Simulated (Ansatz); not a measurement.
Crystal: SrVO3.

```
Sr V O
1.0
     3.84090    0.00000    0.00000
     0.00000    3.84090    0.00000
     0.00000    0.00000    3.84090
Sr V O
1 1 3
Cartesian
  1.9204 1.9204 1.9204
  0.0000 0.0000 0.0000
  0.0000 0.0000 1.9204
  0.0000 1.9204 0.0000
  1.9204 0.0000 0.0000
```

```yaml
Program: Ansatz 0.2.0
Task: relaxation of cell and atoms
Functional: r2SCAN
Potentials_or_basis: Ansatz PAW
Cutoff: "500 eV (not typed: the program's choice for these potentials)"
k_mesh: 7 × 7 × 7
Occupations: fermi-dirac, width 0.05 eV
Spin: collinear spin, ferromagnetic start
Starting_moments: "[0.0, 2.0, 0.0, 0.0, 0.0] μB"
Hubbard_terms: V d U = 4.5 eV
```

At the start: volume 11.33 Å³/atom.

Task: How do energy, volume and symmetry change on relaxing?

Result: It ends after 10 steps and the volume is 11.59 Å³/atom (+2.2 %); space group R-3m (No. 166, to 0.05 Å); moment 1.00 μB per cell.

The path:
| step | energy change (eV) | largest force (eV/Å) | volume (Å³) |
| --- | --- | --- | --- |
| 1 | 0.0000 | 0.0000 | 56.66 |
| 2 | -0.0091 | 0.0000 | 57.45 |
| 3 | -0.0094 | 0.0000 | 57.65 |
| 4 | -0.0099 | 0.0000 | 57.65 |
| 5 | -0.4188 | 0.0000 | 57.65 |
| 6 | -0.4239 | 0.0000 | 57.88 |
| 7 | -0.4314 | 0.0000 | 57.89 |
| 8 | -0.4314 | 0.0000 | 57.93 |
| 9 | -0.4315 | 0.0000 | 57.93 |
| 10 | -0.4315 | 0.0000 | 57.93 |

Final structure:
```yaml
crystal:
  lattice:
    - [3.86946, -0.02558, 0.02558]
    - [-0.02558, 3.86946, 0.02558]
    - [0.02558, 0.02558, 3.86946]
  atoms:
    - { symbol: Sr, position: [0.50000, 0.50000, 0.50000] }
    - { symbol: V, position: [0.00000, 0.00000, 0.00000] }
    - { symbol: O, position: [0.00000, 0.00000, 0.50000] }
    - { symbol: O, position: [0.00000, 0.50000, 0.00000] }
    - { symbol: O, position: [0.50000, 0.00000, 0.00000] }
```

Caveat: the magnetic or orbital state may not be the lowest; the plane-wave basis is chosen anew once the cell has moved, so the energies of steps on either side of that aren't comparable; the PAW data sets come from PBE, with cores solved anew for the run's functional, which leaves a small shift of forces and pressure.
